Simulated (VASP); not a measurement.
# BN (Pnma) in VASP: a series of runs

Runs on BN. Level: LDA. Tasks: single point.

Everything below comes from runs of VASP 6.6.1. Logs are shortened: lines on timing, memory, paths and dates and some standing lists are left out, and cuts for length are marked.

### 1 The crystal as given

It takes space group Pnma (No. 62, orthorhombic). Conventional cell: a = 4.880 Å, b = 2.591 Å, c = 4.292 Å, α = 90.00°, β = 90.00°, γ = 90.00°. N (site symmetry m) is surrounded by 4 B at 1.51 to 1.65 Å. B (site symmetry m) has 4 N at 1.51 to 1.65 Å as nearest neighbours.

Measurements of this composition are mostly on another form, of space group No. 194.

### 2 Single point, LDA

The input, INCAR:

```
SYSTEM = BN
  PREC = Accurate
  ENCUT = 400
  EDIFF = 1E-7
  ISMEAR = 0
  SIGMA = 0.05
  LREAL = .FALSE.
  LASPH = .TRUE.
  NELM = 100
  ALGO = Normal
  ISIF = 2
  LWAVE = .FALSE.
  LCHARG = .FALSE.
  GGA = CA
  NBANDS = 26
  ADDGRID = .FALSE.
```

The input, KPOINTS:

```
regular mesh
0
G
  5 9 6
  0 0 0
```

The input, POSCAR:

```
BN
1.0
    4.8800890000      0.0000000000      0.0000000000
    0.0000000000      2.5914640000      0.0000000000
    0.0000000000      0.0000000000      4.2920490000
N B
4 4
Direct
    0.3211300000      0.7500000000      0.1064860000
    0.6788700000      0.2500000000      0.8935140000
    0.1788700000      0.2500000000      0.6064860000
    0.8211300000      0.7500000000      0.3935140000
    0.3404130000      0.2500000000      0.9070960000
    0.1595870000      0.7500000000      0.4070960000
    0.8404130000      0.2500000000      0.5929040000
    0.6595870000      0.7500000000      0.0929040000
```

Potentials or basis: VASP PAW LDA potentials, release 64 (N, B).

Launch:

```sh
$ cat potpaw_LDA.64/N/POTCAR potpaw_LDA.64/B/POTCAR > POTCAR
$ mpirun -np 1 vasp_std > vasp.out
```

OUTCAR:

```text
SYSTEM = BN
   PREC = Accurate
   ENCUT = 400
   EDIFF = 1E-7
   ISMEAR = 0
   LREAL = .FALSE.
   LASPH = .TRUE.
   NELM = 100
   ISIF = 2
   GGA = CA

 Found     60 irreducible k-points:

 Following reciprocal coordinates:
            Coordinates               Weight
  0.000000  0.000000  0.000000      1.000000
  0.200000  0.000000  0.000000      2.000000
  0.400000  0.000000  0.000000      2.000000
  0.000000  0.111111  0.000000      2.000000
  0.200000  0.111111  0.000000      4.000000
  0.400000  0.111111  0.000000      4.000000
   k-points           NKPTS =     60   k-points in BZ     NKDIM =     60   number of bands    NBANDS=     26
   number of dos      NEDOS =    301   number of ions     NIONS =      8
   total plane-waves  NPLWV =  16128
   dimension x,y,z NGX =    32 NGY =   18 NGZ =   28
   dimension x,y,z NGXF=    64 NGYF=   36 NGZF=   56
   ions per type =               4   4
   NGX,Y,Z   is equivalent  to a cutoff of  10.90, 11.55, 10.85 a.u.
   NGXF,Y,Z  is equivalent  to a cutoff of  21.80, 23.09, 21.69 a.u.
 SYSTEM =  BN
   PREC   = accura    normal or accurate (medium, high low for compatibility)
   ISTART =      0    job   : 0-new  1-cont  2-samecut
   ICHARG =      2    charge: 1-file 2-atom 10-const
   ISPIN  =      1    spin polarized calculation?
   LNONCOLLINEAR =      F non collinear calculations
   LSORBIT =      F    spin-orbit coupling
   LASPH  =      T    aspherical Exc in radial PAW
   ENCUT  =  400.0 eV  29.40 Ry    5.42 a.u.   7.96  4.23  7.00*2*pi/ulx,y,z
   NELM   =    100;   NELMIN=  2; NELMDL= -5     # of ELM steps
   EDIFF  = 0.1E-06   stopping-criterion for ELM
   LREAL  =      F    real-space projection
   EDIFFG = 0.1E-05   stopping-criterion for IOM
   NSW    =      0    number of steps for IOM
   IBRION =     -1    ionic relax: 0-MD 1-quasi-New 2-CG
   NFREE  =      0    steps in history (QN), initial steepest desc. (CG)
   ISIF   =      2    stress and relaxation
   ISYM   =      2    0-nonsym 1-usesym 2-fastsym
   POTIM  = 0.5000    time-step for ionic-motion
   TEBEG  =    0.0;   TEEND  =   0.0 temperature during run
   PSTRESS=    0.0 pullay stress
   NELECT =      32.0000    total number of electrons
   NUPDOWN=      -1.0000    fix difference up-down
   EMIN   =  10.00;   EMAX   =-10.00  energy-range for DOS
   EFERMI =   0.00;   METHOD = LEGACY
   ISMEAR =     0;   SIGMA  =   0.05  broadening in eV -4-tet -1-fermi 0-gaus
   EFERMI_NEDOS =   21; number of points for ismear=-14 and -15
   IALGO  =     38    algorithm
   IMIX   =      4    mixing-type and parameters
     AMIX     =   0.40;   BMIX     =  1.00
     AMIX_MAG =   1.60;   BMIX_MAG =  1.00
  volume/ion in A,a.u.               =       6.78        45.79
  Fermi-wavevector in a.u.,A,eV,Ry     =   1.372711  2.594047 25.637923  1.884334
  Thomas-Fermi vector in A             =   2.498293
   LORBIT       =      0    0 simple, 1 ext, 2 COOP (PROOUT), +10 PAW based schemes
   GGA     = CA    functional components
   LHFCALC =     F    Hartree Fock is set to
   AEXX    =    0.0000 exact exchange contribution
   IVDW    =     0    specifies the selected vdW correction
   LEPSILON=     F    determine dielectric tensor
   LRPA    =     F    only Hartree local field effects (RPA)
 non-spin polarized calculation
 Gauss-broadening in eV      SIGMA  =   0.05
  energy-cutoff  :      400.00
  volume of cell :       54.28
 maximum number of plane-waves:      1008
 NGX is ok and might be reduce to    32
   NGX = 15   NGY =  9   NGZ = 13

 number of electron      31.9999999 magnetization

 Free energy of the ion-electron system (eV)
  ---------------------------------------------------
  ext. energy  EPLUGINS =         0.00000000
  ---------------------------------------------------
  free energy    TOTEN  =       -75.69546170 eV

  energy without entropy =      -75.69546170  energy(sigma->0) =      -75.69546170

 E-fermi :   5.7816     XC(G=0): -12.1718

 val. band max:        5.5500489819   @ k =   0.0000   0.0000   0.0000
 cond. band min:      11.0683694425   @ k =   0.4000   0.0000   0.3333
 fundamental gap:      5.5183204606
 Fermi energy:         5.7816122474

 k-point     1 :       0.0000    0.0000    0.0000
  band No.  band energies     occupation
      1     -13.8935      2.00000
      2     -11.3076      2.00000
      3     -10.2642      2.00000
      4      -8.5036      2.00000
      5      -3.1987      2.00000
      6      -2.5728      2.00000
      7      -1.7585      2.00000
      8      -1.3516      2.00000
      9       0.4821      2.00000
     10       1.0116      2.00000
     11       2.9223      2.00000
     12       3.1229      2.00000
     13       4.5905      2.00000
     14       5.2369      2.00000
     15       5.3586      2.00000
     16       5.5500      2.00000
     17      12.0115      0.00000
     18      12.6478      0.00000
     19      13.5486      0.00000
     20      13.6416      0.00000
     21      14.3847      0.00000
     22      14.4124      0.00000
     23      14.4468      0.00000
     24      15.6822      0.00000
     25      17.0990      0.00000
     26      17.7215      0.00000

 k-point     2 :       0.2000    0.0000    0.0000
  band No.  band energies     occupation
      1     -13.7463      2.00000
      2     -11.8519      2.00000
      3      -9.7891      2.00000
      4      -8.5495      2.00000
      5      -3.3222      2.00000
      6      -3.2021      2.00000
      7      -1.2089      2.00000
      8      -0.9172      2.00000
      9       0.6072      2.00000
     10       1.6072      2.00000
     11       2.2338      2.00000
     12       3.8117      2.00000
     13       4.2505      2.00000
     14       4.3428      2.00000
     15       5.4357      2.00000
     16       5.4606      2.00000
     17      11.6383      0.00000
     18      12.3220      0.00000
     19      13.1268      0.00000
     20      14.4211      0.00000
     21      14.4652      0.00000
     22      14.4713      0.00000
     23      15.1251      0.00000
     24      15.4667      0.00000
     25      16.0112      0.00000
     26      17.2924      0.00000

 k-point     3 :       0.4000    0.0000    0.0000
  band No.  band energies     occupation
      1     -13.3177      2.00000
      2     -12.6519      2.00000
      3      -9.1689      2.00000
      4      -8.7446      2.00000
      5      -3.6684      2.00000
      6      -3.6274      2.00000
      7      -0.4939      2.00000
      8      -0.1028      2.00000
      9       0.9666      2.00000
     10       1.5296      2.00000
     11       2.5226      2.00000
     12       3.0024      2.00000
     13       4.0878      2.00000
     14       4.5200      2.00000
     15       4.8325      2.00000
     16       5.0788      2.00000
     17      11.3180      0.00000
     18      11.6740      0.00000
     19      13.4291      0.00000
     20      14.1273      0.00000
     21      14.6595      0.00000
     22      14.8279      0.00000
     23      15.0296      0.00000
     24      15.0364      0.00000
     25      16.4696      0.00000
     26      17.2659      0.00000

 k-point     4 :       0.0000    0.1111    0.0000
  band No.  band energies     occupation
      1     -13.7032      2.00000
      2     -11.1427      2.00000
      3     -10.1227      2.00000
      4      -8.4364      2.00000
      5      -3.0622      2.00000
      6      -2.5471      2.00000
      7      -1.6171      2.00000
      8      -1.1827      2.00000
      9      -0.2088      2.00000
     10       0.8455      2.00000
     11       2.1946      2.00000
     12       2.4281      2.00000
     13       4.4418      2.00000
     14       4.6377      2.00000
     15       5.1035      2.00000
     16       5.4412      2.00000
     17      12.3966      0.00000
     18      13.4645      0.00000
     19      13.5608      0.00000
     20      14.2161      0.00000
     21      14.5516      0.00000
     22      15.0725      0.00000
     23      15.1935      0.00000
     24      15.2216      0.00000
     25      17.2821      0.00000
     26      17.5222      0.00000

 k-point     5 :       0.2000    0.1111    0.0000
  band No.  band energies     occupation
      1     -13.5573      2.00000
      2     -11.6805      2.00000
      3      -9.6600      2.00000
      4      -8.4791      2.00000
      5      -3.1851      2.00000
      6      -3.0785      2.00000
      7      -1.0356      2.00000
      8      -0.9727      2.00000
      9      -0.0001      2.00000
     10       1.0155      2.00000
     11       1.9547      2.00000
     12       3.0991      2.00000
     13       4.1976      2.00000
     14       4.2044      2.00000
     15       4.5951      2.00000
     16       5.4216      2.00000
     17      11.8001      0.00000
     18      13.0602      0.00000
     19      13.6570      0.00000
     20      14.5612      0.00000
     21      14.6367      0.00000
     22      14.8330      0.00000
     23      15.4173      0.00000
     24      15.7652      0.00000
     25      16.6356      0.00000
     26      17.3451      0.00000

 k-point     6 :       0.4000    0.1111    0.0000
  band No.  band energies     occupation
      1     -13.1321      2.00000
      2     -12.4721      2.00000
      3      -9.0628      2.00000
      4      -8.6613      2.00000
      5      -3.5127      2.00000
      6      -3.4773      2.00000
      7      -0.3288      2.00000
      8      -0.2735      2.00000
      9       0.3809      2.00000
     10       0.5242      2.00000
     11       2.6775      2.00000
     12       3.0844      2.00000
     13       3.7852      2.00000
     14       3.9535      2.00000
     15       4.2047      2.00000
     16       4.8155      2.00000
     17      11.4694      0.00000
     18      12.0366      0.00000
     19      13.9037      0.00000
     20      14.2201      0.00000
     21      14.9701      0.00000
     22      15.3102      0.00000
     23      15.4087      0.00000
     24      15.7359      0.00000
     25      16.9022      0.00000
     26      17.4698      0.00000

 [... further k-points ...]

------------------------ aborting loop because EDIFF is reached ----------------------------------------

  FORCE on cell =-STRESS in cart. coord.  units (eV):
  Direction    XX          YY          ZZ          XY          YZ          ZX
  --------------------------------------------------------------------------------------
  -------------------------------------------------------------------------------------
  Total       -5.2691907     -5.7292299     -5.5399482      0.0000000      0.0000000      0.0000000
  in kB     -155.5309783   -169.1099792   -163.5229417      0.0000000      0.0000000      0.0000000
  external PRESSURE =    -162.7212997 kB  Pullay stress =       0.0000000 kB

 VOLUME and BASIS-vectors are now :
 -----------------------------------------------------------------------------
  energy-cutoff  :      400.00
  volume of cell :       54.28
      direct lattice vectors                 reciprocal lattice vectors
     4.880089000  0.000000000  0.000000000     0.204914296  0.000000000  0.000000000
     0.000000000  2.591464000  0.000000000     0.000000000  0.385882266  0.000000000
     0.000000000  0.000000000  4.292049000     0.000000000  0.000000000  0.232988952

 POSITION                                       TOTAL-FORCE (eV/Angst)
 -----------------------------------------------------------------------------------
      1.56714      1.94360      0.45704         0.125927      0.000000     -0.000510
      3.31295      0.64787      3.83501        -0.125927     -0.000000      0.000510
      0.87290      0.64787      2.60307        -0.125927      0.000000     -0.000510
      4.00719      1.94360      1.68898         0.125927     -0.000000      0.000510
      1.66125      0.64787      3.89330        -0.010407      0.000000      0.005925
      0.77880      1.94360      1.74728         0.010407      0.000000      0.005925
      4.10129      0.64787      2.54477        -0.010407      0.000000     -0.005925
      3.21884      1.94360      0.39875         0.010407      0.000000     -0.005925
 -----------------------------------------------------------------------------------
    total drift:                                0.000000      0.000000     -0.000000

  FREE ENERGIE OF THE ION-ELECTRON SYSTEM (eV)
  ---------------------------------------------------
  free  energy   TOTEN  =       -75.6954617014 eV

  energy  without entropy=      -75.6954617014  energy(sigma->0) =      -75.69546170
```

Run time: 26 s. Hardware: 1 thread of AMD EPYC 9R45 (Zen 5), shared host; peak memory 0.12 GiB.

The run converged, but some of its settings lie outside the range that counts as converged, so its numbers aren't taken as properties of the crystal.

What came out:

```
Free energy            : -75.6955 eV
Largest force          : 0.126 eV/Å
Band gap on the k mesh : 5.52 eV, indirect (least direct gap 6.12 eV)
```

Caveat: the cutoff is under 1.25 times the usual one of these potentials, so pressure, stress and relaxed cells hold a basis-set (Pulay) error; an odd mesh through Γ misses points on the zone boundary, where band edges often lie.

### 3 Single point, LDA

Changes to INCAR since step 2:

```diff
@@ -2,5 +2,5 @@
   PREC = Accurate
-  ENCUT = 400
+  ENCUT = 460
   EDIFF = 1E-7
-  ISMEAR = 0
+  ISMEAR = -5
   SIGMA = 0.05
```

KPOINTS is that of step 2.

POSCAR is that of step 2.

Potentials or basis: VASP PAW LDA potentials, release 64 (N, B).

Launch:

```sh
$ cat potpaw_LDA.64/N/POTCAR potpaw_LDA.64/B/POTCAR > POTCAR
$ mpirun -np 1 vasp_std > vasp.out
```

Wall time 34 s (1 thread of AMD EPYC 9R45 (Zen 5), shared host); peak memory 0.14 GiB.

The run converged, but some of its settings lie outside the range that counts as converged, so its numbers aren't taken as properties of the crystal.

Results:

```yaml
Free_energy: -75.6979 eV
Pressure: -11.8 GPa
Largest_force: 0.107 eV/Å
Band_gap_on_the_k_mesh: 5.52 eV, indirect (least direct gap 6.13 eV)
```

Caveat: the cutoff is under 1.25 times the usual one of these potentials, so pressure, stress and relaxed cells hold a basis-set (Pulay) error; an odd mesh through Γ misses points on the zone boundary, where band edges often lie.

### 4 Single point, LDA

Changes to INCAR since step 3:

```diff
@@ -1,6 +1,6 @@
 SYSTEM = BN
-  PREC = Accurate
-  ENCUT = 460
+  PREC = Normal
+  ENCUT = 520
   EDIFF = 1E-7
-  ISMEAR = -5
+  ISMEAR = 0
   SIGMA = 0.05
```

KPOINTS is that of step 3.

POSCAR is that of step 3.

Potentials or basis: VASP PAW LDA potentials, release 64 (N, B).

Launch:

```sh
$ cat potpaw_LDA.64/N/POTCAR potpaw_LDA.64/B/POTCAR > POTCAR
$ mpirun -np 1 vasp_std > vasp.out
```

OUTCAR:

```text
SYSTEM = BN
   PREC = Normal
   ENCUT = 520
   EDIFF = 1E-7
   ISMEAR = 0
   LREAL = .FALSE.
   LASPH = .TRUE.
   NELM = 100
   ISIF = 2
   GGA = CA

 Found     60 irreducible k-points:

 Following reciprocal coordinates:
            Coordinates               Weight
  0.000000  0.000000  0.000000      1.000000
  0.200000  0.000000  0.000000      2.000000
  0.400000  0.000000  0.000000      2.000000
  0.000000  0.111111  0.000000      2.000000
  0.200000  0.111111  0.000000      4.000000
  0.400000  0.111111  0.000000      4.000000
   k-points           NKPTS =     60   k-points in BZ     NKDIM =     60   number of bands    NBANDS=     26
   number of dos      NEDOS =    301   number of ions     NIONS =      8
   total plane-waves  NPLWV =   9408
   dimension x,y,z NGX =    28 NGY =   14 NGZ =   24
   dimension x,y,z NGXF=    56 NGYF=   28 NGZF=   48
   ions per type =               4   4
   NGX,Y,Z   is equivalent  to a cutoff of   9.54,  8.98,  9.30 a.u.
   NGXF,Y,Z  is equivalent  to a cutoff of  19.08, 17.96, 18.59 a.u.
 SYSTEM =  BN
   PREC   = normal    normal or accurate (medium, high low for compatibility)
   ISTART =      0    job   : 0-new  1-cont  2-samecut
[... 65 lines left out ...]
      1     -13.8889      2.00000
      2     -11.3022      2.00000
      3     -10.2575      2.00000
      4      -8.4954      2.00000
      5      -3.1961      2.00000
      6      -2.5713      2.00000
[... 163 lines left out ...]
     25      16.8999      0.00000
     26      17.4635      0.00000

 [... further k-points ...]

------------------------ aborting loop because EDIFF is reached ----------------------------------------

  FORCE on cell =-STRESS in cart. coord.  units (eV):
  Direction    XX          YY          ZZ          XY          YZ          ZX
  --------------------------------------------------------------------------------------
  -------------------------------------------------------------------------------------
  Total       -3.4563579     -3.9192792     -3.7537344      0.0000000      0.0000000      0.0000000
  in kB     -102.0214983   -115.6855705   -110.7991762      0.0000000      0.0000000      0.0000000
  external PRESSURE =    -109.5020817 kB  Pullay stress =       0.0000000 kB

 VOLUME and BASIS-vectors are now :
 -----------------------------------------------------------------------------
  energy-cutoff  :      520.00
  volume of cell :       54.28
      direct lattice vectors                 reciprocal lattice vectors
     4.880089000  0.000000000  0.000000000     0.204914296  0.000000000  0.000000000
     0.000000000  2.591464000  0.000000000     0.000000000  0.385882266  0.000000000
     0.000000000  0.000000000  4.292049000     0.000000000  0.000000000  0.232988952

 POSITION                                       TOTAL-FORCE (eV/Angst)
 -----------------------------------------------------------------------------------
      1.56714      1.94360      0.45704         0.105689     -0.000000      0.008960
      3.31295      0.64787      3.83501        -0.105689      0.000000     -0.008960
      0.87290      0.64787      2.60307        -0.105689     -0.000000      0.008960
      4.00719      1.94360      1.68898         0.105689     -0.000000     -0.008960
      1.66125      0.64787      3.89330        -0.013277     -0.000000      0.005422
      0.77880      1.94360      1.74728         0.013277      0.000000      0.005422
      4.10129      0.64787      2.54477        -0.013277     -0.000000     -0.005422
      3.21884      1.94360      0.39875         0.013277      0.000000     -0.005422
 -----------------------------------------------------------------------------------
    total drift:                                0.000000      0.000000     -0.000000

  FREE ENERGIE OF THE ION-ELECTRON SYSTEM (eV)
  ---------------------------------------------------
  free  energy   TOTEN  =       -75.6913544178 eV

  energy  without entropy=      -75.6913544178  energy(sigma->0) =      -75.69135442
```

OSZICAR:

```text
N       E                     dE             d eps       ncg     rms          rms(c)
DAV:   1     0.105533081561E+03    0.10553E+03   -0.16772E+04  3128   0.119E+03
DAV:   2    -0.740427193690E+02   -0.17958E+03   -0.16790E+03  4158   0.262E+02
DAV:   3    -0.809832941513E+02   -0.69406E+01   -0.68894E+01  4266   0.486E+01
DAV:   4    -0.810396895159E+02   -0.56395E-01   -0.56329E-01  3904   0.470E+00
DAV:   5    -0.810404316366E+02   -0.74212E-03   -0.74142E-03  4180   0.516E-01    0.134E+01
DAV:   6    -0.762935746089E+02    0.47469E+01   -0.10973E+01  3692   0.187E+01    0.588E+00
DAV:   7    -0.758377504232E+02    0.45582E+00   -0.66750E-01  3930   0.467E+00    0.363E+00
DAV:   8    -0.756954766899E+02    0.14227E+00   -0.25591E-01  3704   0.283E+00    0.410E-01
DAV:   9    -0.756913513879E+02    0.41253E-02   -0.15049E-02  3942   0.773E-01    0.201E-01
DAV:  10    -0.756913537699E+02   -0.23820E-05   -0.76247E-04  3962   0.183E-01    0.411E-02
DAV:  11    -0.756913542014E+02   -0.43152E-06   -0.13433E-04  3932   0.699E-02    0.211E-02
DAV:  12    -0.756913542375E+02   -0.36131E-07   -0.12957E-05  4004   0.232E-02    0.617E-03
DAV:  13    -0.756913544143E+02   -0.17673E-06   -0.11785E-06  3942   0.705E-03    0.155E-03
DAV:  14    -0.756913544178E+02   -0.35170E-08   -0.72763E-08  2166   0.182E-03
   1 F= -.75691354E+02 E0= -.75691354E+02  d E =-.151386E-12
```

Wall time 25 s (1 thread of AMD EPYC 9R45 (Zen 5), shared host); peak memory 0.13 GiB.

These settings aren't checked as converged: the numbers below hold their error.

What came out:

- Free energy: -75.6914 eV
- Pressure: -11.0 GPa
- Largest force: 0.106 eV/Å
- Band gap on the k mesh: 5.52 eV, indirect (least direct gap 6.13 eV)

Caveat: an odd mesh through Γ misses points on the zone boundary, where band edges often lie.
